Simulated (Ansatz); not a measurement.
Re: band structure with HSEsol

The system is Re.

```
Re
1.0
     2.76639    0.00000    0.00000
    -1.38319    2.39576    0.00000
     0.00000    0.00000    8.93885
Re
4
Direct
  0.66667 0.33333 0.75000
  0.00000 0.00000 0.50000
  0.33333 0.66667 0.25000
  0.00000 0.00000 0.00000
```

* Program: Ansatz 0.2.0
* Task: band structure
* Functional: HSEsol
* Potentials or basis: Ansatz PAW
* Cutoff: 420 eV (not typed: the program's choice for these potentials)
* k mesh: 6 × 6 × 2
* Occupations: fermi-dirac, width 0.05 eV
* Spin: no spin polarisation
* Path: [["G", "M", "K", "G", "A", "L", "H", "A"], ["L", "M"], ["K", "H"]]
* Points for each segment of the path: 4

| Property | Result |
| --- | --- |
| Pressure | -13.6 GPa |
| Band gap on the k mesh | none (metal or under the smearing width) |

Stress tensor (GPa, compression positive):
```
-13.42   0.00   0.00
  0.00 -13.42   0.00
  0.00   0.00 -13.92
```

Levels at the corners of the path, in eV from the Fermi level:
```tsv
point	band 28	band 29	band 30	band 31	band 32	band 33
Γ	-1.48	-1.48	-1.35	-1.35	0.27	0.92
M	0.46	0.51	1.00	2.09	4.61	4.73
K	-2.62	-0.04	-0.04	2.10	2.10	3.47
Γ	-1.48	-1.48	-1.35	-1.35	0.27	0.92
A	-1.76	-1.76	-1.76	-1.45	-1.45	1.54
L	-0.93	0.21	0.21	3.25	3.25	4.68
H	-2.64	0.00	0.00	1.45	1.45	3.73
A	-1.76	-1.76	-1.76	-1.45	-1.45	1.54
L	-0.93	0.21	0.21	3.25	3.25	4.68
M	0.46	0.51	1.00	2.09	4.61	4.73
K	-2.62	-0.04	-0.04	2.10	2.10	3.47
H	-2.64	0.00	0.00	1.45	1.45	3.73
```

Run time: 3.1 min on 2 threads of Arm Neoverse V2, on a shared host, peak memory 0.87 GiB.

Caveat: the k mesh is coarse (spacing up to 0.44 Å⁻¹), so the values aren't converged, least of all with exact exchange; spin-orbit coupling is left out, which moves the levels of the heavy elements; the PAW data sets come from PBE, with cores solved anew for the run's functional, which leaves a small shift of forces and pressure; the thresholds are loose for stress.
